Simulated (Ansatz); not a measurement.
Base system: SrF₂ in the fluorite structure (space group Fm-3m, No. 225; a = 5.758 Å).

The values are results of plane-wave PAW DFT at the PBEsol level (Ansatz, a first-principles code, 420 eV), no SOC, not measurements.

Base values:

The valley order comes out as Γ 6.90 eV; X along ⟨100⟩ 8.14 eV and the width of the top valence band is 0.44 eV.

It is then changed as follows: cell and atoms relaxed at a pressure of 0.7 GPa.

Q: How does this affect the valley order and width of the top valence band?

A: The valley order (the lowest conduction-band minima on the path, energy above the VBM, named in the base's zone) becomes Γ 6.95 eV; X along ⟨100⟩ 8.17 eV (base: Γ 6.90 eV; X along ⟨100⟩ 8.14 eV); the width of the top valence band is still 0.44 eV.

The levels and masses belong to the bands next to the band gap. Load acts through the strain it causes; cell and atoms are relaxed under it. No phonon test of stability was made.
